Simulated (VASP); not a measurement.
Runs of VASP 6.6.1 on CdO (Monteponite). It takes space group Fm-3m (No. 225, cubic). The conventional cell has a = 4.699 Å, b = 4.699 Å, c = 4.699 Å, α = 90.00°, β = 90.00°, γ = 90.00°. Around Cd (site symmetry m-3m) lie 6 O at 2.35 Å. O (site symmetry m-3m) has 6 Cd at 2.35 Å as nearest neighbours. 

```csv
task,level,spin,cell,k mesh,cutoff (eV),smearing,grid for exact exchange (PRECFOCK),exchange at q = 0,mesh quality,gap on the mesh (eV),pressure (GPa)
band structure,PBE0,off,as given,5 × 5 × 5,520,fermi-dirac 0.05 eV,Fast,truncated,coarse,(a),2.1
single point,PBE,off,as given,10 × 10 × 10,520,gaussian 0.014 eV,-,-,not flagged,none,7.6
single point,PBE0,"SOC, no magnetisation",as given,4 × 4 × 4,520,fermi-dirac 0.05 eV,Fast,default,coarse,-,1.9
relaxation of cell and atoms,PBE0,off,relaxed,5 × 5 × 5,600,fermi-dirac 0.05 eV,Normal,truncated,coarse,(b),0.0
```

Alike in all rows: potentials or basis VASP PAW PBE potentials, release 64 (Cd, O).

Question: Estimate the missing entries.

Answer: (a) 1.70; (b) 1.65.

Caveats: some runs use coarse meshes; the PAW data sets were made with another functional, which shifts forces and pressure a little (some runs); the mesh misses the band edges, which the band path finds closer together (some runs); this crystal is a semiconductor, whose small gap the functional closes, so the metal is an error of the method (some runs); an odd mesh through Γ misses points on the zone boundary, where band edges often lie (some runs).

A k mesh can miss the band edges, and rows without SOC leave out spin-orbit coupling on Cd.

A gap of «none» marks a metal or a gap under the smearing width.
